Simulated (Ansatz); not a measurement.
# Ionic part of the dielectric constant of ZnS at 4 GPa, mode by mode

The calculation used DFT PBE, scalar-relativistic, plane waves, PAW (Ansatz 0.2.0). Settings: 420 eV plane-wave cutoff, Γ-centred 10×10×10 mesh, fixed occupations. No spin polarisation. Phonons by linear response, acoustic sum rule imposed.

It takes space group F-43m (No. 216, cubic). Conventional cell: a = 5.351 Å, b = 5.351 Å, c = 5.351 Å, α = 90.00°, β = 90.00°, γ = 90.00°. Around Zn (site symmetry -43m) lie 4 S at 2.32 Å. S (site symmetry -43m) has 4 Zn at 2.32 Å as nearest neighbours.

The primitive cell has V = 38.31 Å³ and ε∞,xx = 5.922. Each polar mode adds Δε = (4.92064×10⁷/V)·S/ν² along x, with S its oscillator strength in e²/amu, ν in cm⁻¹ and V in Å³.

Question: From these modes, find each Δε and ε0,xx.
```
ν (cm⁻¹) S_xx (e²/amu)
   284.6         0.1776
```

Answer:
| ν (cm⁻¹) | Δε |
| --- | --- |
| 284.6 | 2.82 |

The sum is 2.816, so ε0,xx = 8.74; the run's tensor has 8.74.

Question: Where do the longitudinal modes lie for a wave vector along x?

Answer: At 346 cm⁻¹. The Lyddane–Sachs–Teller product Π(ν_LO/ν_TO)² = 1.48 matches ε0/ε∞ = 1.48.

Cost: 1 run of about 1.4 core-minutes, on Arm Neoverse V1 (shared hosts).

The lattice contributes 2.82 to a static constant of 8.74, so most of the screening is electronic. With two atoms per primitive cell, zinc blende has only one triply degenerate optical mode at the zone centre, and it carries the whole ionic response. Its strength comes from the polar Zn–S bond: moving the sublattices against each other also shifts charge between bonding orbitals of mainly S 3p character and the cation. The fairly stiff, partly covalent tetrahedral network keeps the resulting polarisation moderate.

The same dipole creates the macroscopic field that lifts the longitudinal mode to 346 cm⁻¹, a field weakened by the electronic screening. The value of 5.922 for that screening is higher than measured for zinc blende ZnS, most likely because the semilocal functional makes the gap too small and the electrons too polarisable. This probably also narrows the longitudinal–transverse splitting. For a single polar mode the Lyddane–Sachs–Teller agreement follows from the harmonic model itself, so it confirms internal consistency rather than accuracy. One pressure alone doesn't show how compression changes the ionic share.
